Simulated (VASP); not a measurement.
Te, 3 atoms in the cell. The structure is trigonal, space group P3_121 (No. 152). The conventional cell has a = 4.454 Å, b = 4.454 Å, c = 5.924 Å, α = 90.00°, β = 90.00°, γ = 120.00°. Around Te (site symmetry 2) lie 2 Te at 2.86 Å. 

- Program: VASP 6.6.1
- Task: relaxation of cell and atoms
- Functional: PBE
- Potentials or basis: VASP PAW PBE potentials, release 64 (Te)
- Cutoff: 300 eV
- k mesh: 5 × 5 × 3
- Occupations: gaussian, width 0.03 eV
- Spin: no spin polarisation
- Further INCAR settings: ALGO = Normal; EDIFF = 1e-06; IBRION = 2; EDIFFG = -0.01; NSW = 90; ISIF = 3

Potentials or basis: VASP PAW PBE potentials, release 64 (Te).

The run is started by

```console
$ cat potpaw_PBE.64/Te/POTCAR > POTCAR
$ mpirun -np 1 vasp_std > vasp.out
```

Hardware: 1 thread of Intel(R) Xeon(R) Platinum 8375C CPU @ 2.90GHz (Ice Lake) (shared host).

Problem. Estimate the wall time of this run.

Solution. It took 82 s on 1 thread of Intel(R) Xeon(R) Platinum 8375C CPU @ 2.90GHz (Ice Lake), on a shared host, peak memory 0.16 GiB. Counts: scf iterations 57, k points 12, ion steps 10.
